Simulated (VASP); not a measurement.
A run of VASP 6.6.1 is set up as follows.

POSCAR

```
Sb
1.0
    3.1224020000      0.0000000000      0.0000000000
    0.0000000000      4.3475180000      0.0000000000
   -0.0389150000      0.0000000000      4.4058520000
Sb
2
Direct
    0.0113890000      0.2500000000      0.2411660000
    0.9886110000      0.7500000000      0.7588340000
```

Contents of INCAR.step1:

```
ALGO     = Normal         # electronic algorithm
EDIFF    = 1E-5           # SCF threshold, eV
ENCUT    = 520            # plane-wave cutoff, eV
GGA      = PE             # functional
ISIF     = 2              # what is computed and relaxed
ISMEAR   = -1             # smearing method
LASPH    = True           # aspherical terms in the spheres
LCHARG   = False          # write CHGCAR
LREAL    = False          # projectors in reciprocal space
LWAVE    = True           # write WAVECAR
NELM     = 80             # most SCF steps
PREC     = Accurate       # precision mode
SIGMA    = 0.05           # smearing width, eV
```

The input INCAR.step2:

```
AEXX     = 0.3            # exact-exchange fraction
ALGO     = Normal         # electronic algorithm
EDIFF    = 1E-6           # SCF threshold, eV
ENCUT    = 520            # plane-wave cutoff, eV
GGA      = PE             # functional
HFRCUT   = -1           
ISIF     = 2              # what is computed and relaxed
ISMEAR   = -1             # smearing method
ISTART   = 1            
LASPH    = True           # aspherical terms in the spheres
LCHARG   = False          # write CHGCAR
LHFCALC  = True           # exact exchange
LREAL    = False          # projectors in reciprocal space
LWAVE    = False          # write WAVECAR
NELM     = 80             # most SCF steps
PREC     = Accurate       # precision mode
PRECFOCK = Fast         
SIGMA    = 0.05           # smearing width, eV
```

KPOINTS

```
k-points
0
Gamma
  5 3 3
```

Potentials or basis: VASP PAW PBE potentials, release 64 (Sb).

Launch:

```sh
$ cat potpaw_PBE.64/Sb/POTCAR > POTCAR
$ cp INCAR.step1 INCAR
$ mpirun -np 1 vasp_std > vasp.out
$ cp INCAR.step2 INCAR
$ mpirun -np 1 vasp_std > vasp.out
```

(1) Estimate the pressure.

(2) Estimate the largest force.

(3) Predict the band gap on the k mesh.

## Answers

(1) -3.4 GPa.

(2) 0.328 eV/Å.

(3) none (metal or under the smearing width).

Caveat: the k mesh is coarse (spacing up to 0.48 Å⁻¹), so the values aren't converged, least of all with exact exchange; the PAW data sets were made with another functional, which shifts forces and pressure a little.
